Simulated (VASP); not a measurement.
A run of VASP 6.6.1 is set up as follows.

POSCAR

```
Cd
1.0
    1.6080290000      0.9283960000      2.4492870000
   -1.6080290000      0.9283960000      2.4492870000
    0.0000000000     -1.8567920000      2.4492870000
Cd
1
Direct
    0.0000000000      0.0000000000      0.0000000000
```

The input INCAR.step1:

```
SYSTEM = Cd
PREC = Accurate
ENCUT = 520
ISMEAR = 0
SIGMA = 0.1
LREAL = .False.
LASPH = .True.
NELM = 100
NBANDS = 12
GGA = PE
ALGO = Normal
EDIFF = 1E-4
LWAVE = .True.
LCHARG = .False.
```

The input INCAR.step2:

```
SYSTEM = Cd
PREC = Accurate
ENCUT = 520
EDIFF = 1E-6
ISMEAR = 0
SIGMA = 0.1
LREAL = .False.
LASPH = .True.
NELM = 100
ALGO = Normal
ISIF = 2
LWAVE = .False.
LCHARG = .True.
METAGGA = R2SCAN
LMIXTAU = .True.
LELF = .True.
LVHAR = .True.
NBANDS = 12
ISTART = 1
```

The input KPOINTS:

```
regular mesh
0
Gamma
  9 9 9
  0 0 0
```

Potentials or basis: VASP PAW PBE potentials, release 64 (Cd).

Run with:

```sh
$ cat potpaw_PBE.64/Cd/POTCAR > POTCAR
$ cp INCAR.step1 INCAR
$ mpirun -np 1 vasp_std > vasp.out
$ cp INCAR.step2 INCAR
$ mpirun -np 1 vasp_std > vasp.out
```

**Question.** Predict the pressure.

**Answer.** 0.3 GPa.

**Question.** Estimate the band gap on the k mesh.

**Answer.** None (metal or under the smearing width).

Stress tensor (GPa, compression positive):
```
 0.50  0.00  0.00
 0.00  0.50  0.00
 0.00  0.00 -0.10
```

Caveat: the PAW data sets were made with another functional, which shifts forces and pressure a little.
